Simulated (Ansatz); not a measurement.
TiPbO$_{3}$, a database entry at a rescaled volume

```xyz
10
Lattice="3.9535 3.9535 0.0000 3.9535 -3.9535 0.0000 0.0000 0.0000 4.2076" Properties=species:S:1:pos:R:3 pbc="T T T"
Pb    0.0000    0.0000    0.0000
Pb    3.9535    0.0000    0.0000
Ti    1.9768   -1.9768    2.2679
Ti    1.9768    1.9768    2.2679
O     1.9768   -1.9768    0.4797
O     1.9768    1.9768    0.4797
O     1.9768    0.0000    2.5961
O     5.9303    0.0000    2.5961
O     3.9535   -1.9768    2.5961
O     3.9535    1.9768    2.5961
```

Method: r2SCAN, with U_eff = 4.47 eV on Ti d (atomic projectors), no spin polarisation; PAW, plane waves to 500 eV, 5×5×6 Γ-centred mesh, gaussian occupations (width 0.0602 eV) (Ansatz 0.2.0), atoms fixed.

(1) How is the charge shared?

(2) Which orbitals make up the band edges?

(3) Describe some of the short contacts.

(4) What is the band gap?

(5) Where is the largest force?

Origin: a database entry at a rescaled volume. Caveats: no spin-orbit coupling, which can shift this gap by tenths of an eV.

## Answers

(1) Bader charges in e: Ti +2.38, Pb +1.43, O -1.30 to -1.22. In the mean Ti gives up most and O takes most.

(2) Within 0.7 eV of the edges, the states project mainly on O p (79 %) and Pb s (15 %) below the gap and on Ti d (84 %) above it.

(3) Ti–O at 1.79 Å: least valence density 1.15 e/Å³ and ELF 0.30 there. Pb–O at 2.55 Å: least valence density 0.27 e/Å³ and ELF 0.14 there, a closed-shell (ionic or weak) contact. These are pseudo-fields; inside the PAW spheres they differ from the all-electron ones.

(4) The gap is 2.71 eV, indirect (the least direct gap found is 3.12 eV).

(5) The largest is on Pb1 (and as large on other atoms): 0.34 eV/Å, components (0.00, 0.00, -0.34). It makes 51° with the line to a nearest neighbour, O7 at 2.55 Å.
